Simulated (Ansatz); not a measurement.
Input and command of a plane-wave DFT calculation in Ansatz:

```yaml
crystal:
  lattice:
    - [0.0, 2.0927575063, 2.0927575063]
    - [2.0927575063, 0.0, 2.0927575063]
    - [2.0927575063, 2.0927575063, 0.0]
  atoms:
    - { symbol: Mg, position: [0.0, 0.0, 0.0] }
    - { symbol: O, position: [0.5, 0.5, 0.5] }
basis:
  ecutwfc: 420
kpoints:
  mp_grid: { grid: [10, 10, 10] }
hamiltonian:
  xc: pbe
scf:
  occupations: { method: fixed }
output:
  forces: true
  stress: true
  eigenvalues: true
relax:
  adjacent_minimum: "off"
  f_tol: 0.001
  max_steps: 60
  cell: { stress_tol: 0.02, p_target: 15.0 }
```

```bash
ansatz run input.yaml --threads 1 --pin off --max-ram 3072MiB --backend cpu --events-out ev --progress --plain --runs-dir out
```

Processor: Intel(R) Xeon(R) 6975P-C (Granite Rapids), 1 thread, on a host shared with other jobs.

Question: Estimate time, memory and problem size.

Answer: About 2.8 s on 1 thread of Intel(R) Xeon(R) 6975P-C (Granite Rapids), with other jobs on the host, peak memory 0.3 GiB. It solves 12 bands at 47 k points (the mesh reduced by the symmetry that the task leaves, which can be less than the crystal's) with about 331 plane waves (on the last cell), in 34 SCF iterations over 7 ionic steps.
